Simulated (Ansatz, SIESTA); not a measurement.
Given: the input of a run of SIESTA 5.4.2 on TiAl3. The cell comes from a database or a generator and needn't be the stable form of this composition.

File TiAl3.fdf:

```
SystemName                      TiAl3
SystemLabel                     TiAl3
NumberOfSpecies                 2
NumberOfAtoms                   4
%block ChemicalSpeciesLabel
  1  22 Ti
  2  13 Al
%endblock ChemicalSpeciesLabel

LatticeConstant                 1.0 Ang
%block LatticeVectors
    -1.9111067713     1.9111067713     4.2806687947
     1.9111067713    -1.9111067713     4.2806687947
     1.9111067713     1.9111067713    -4.2806687947
%endblock LatticeVectors
AtomicCoordinatesFormat         Fractional
%block AtomicCoordinatesAndAtomicSpecies
     0.0000000000     0.0000000000     0.0000000000  1  Ti
     0.2500000000     0.7500000000     0.5000000000  2  Al
     0.7500000000     0.2500000000     0.5000000000  2  Al
     0.5000000000     0.5000000000     0.0000000000  2  Al
%endblock AtomicCoordinatesAndAtomicSpecies

%block kgrid.MonkhorstPack
   10   0   0  0.0
    0  10   0  0.0
    0   0  10  0.0
%endblock kgrid.MonkhorstPack
XC.Functional                   GGA
XC.Authors                      PBEsol
PAO.BasisSize                   DZP
PAO.EnergyShift                 0.003 Ry
Mesh.Cutoff                     800 Ry
OccupationFunction              FD
ElectronicTemperature           0.05 eV
MaxSCFIterations                120
SCF.MustConverge                false
SCF.Mixer.Method                Pulay
SCF.Mixer.Weight                0.25
SCF.Mixer.History               8
SCF.DM.Tolerance                5.0e-05
SCF.H.Tolerance                 1.0e-03 eV
WriteForces                     true
Charge.Mulliken                 end
%block PAO.Basis
  Ti 5
  n=3 0 2
    3.151 0.000
  n=4 0 2
    8.703 0.000
  n=3 1 2
    3.568 0.000
  n=4 1 1
    8.703
  n=3 2 2
    6.267 0.000
%endblock PAO.Basis
```

Potentials or basis: PseudoDojo 0.4 standard (PBEsol files), converted to PSML, two zetas on semicore shells, DZP (energy shift 0.003 Ry; two zetas on semicore shells).

Launch:

```sh
$ siesta < TiAl3.fdf > TiAl3.out 2>&1
```

Problem. Translate it to Ansatz 0.2.0. Potentials or basis there: all-electron LAPW, scalar-relativistic.

Solution. As run (cutoffs and basis follow the program's own potentials, and thresholds, step limits or extra output files can differ):

input.yaml

```yaml
crystal:
  lattice:
    - [-1.9111067713, 1.9111067713, 4.2806687947]
    - [1.9111067713, -1.9111067713, 4.2806687947]
    - [1.9111067713, 1.9111067713, -4.2806687947]
  atoms:
    - { symbol: Ti, position: [0.0, 0.0, 0.0] }
    - { symbol: Al, position: [0.25, 0.75, 0.5] }
    - { symbol: Al, position: [0.75, 0.25, 0.5] }
    - { symbol: Al, position: [0.5, 0.5, 0.0] }
kpoints:
  mp_grid: { grid: [10, 10, 10] }
scf:
  occupations: { method: fermi_dirac, width: 0.05 }
hamiltonian:
  xc: pbesol
  pseudopotentials: { kind: all_electron, lapw: { basis_error: 0.001 } }
output:
  forces: true
  stress: true
  eigenvalues: true
  populations: true
```

Potentials or basis: all-electron LAPW, scalar-relativistic.

The run is started by

```sh
$ ansatz run input.yaml --threads 2 --pin off --max-ram 8192MiB --backend cpu --events-out ev --progress --plain --runs-dir out
```

Both were run:

|  | SIESTA | Ansatz |
| --- | --- | --- |
| Pressure | -0.1 GPa | -0.5 GPa |

Where Ansatz's input types no cutoff or centring, it takes its own default and a Γ-centred mesh.

Pressure is positive in compression.
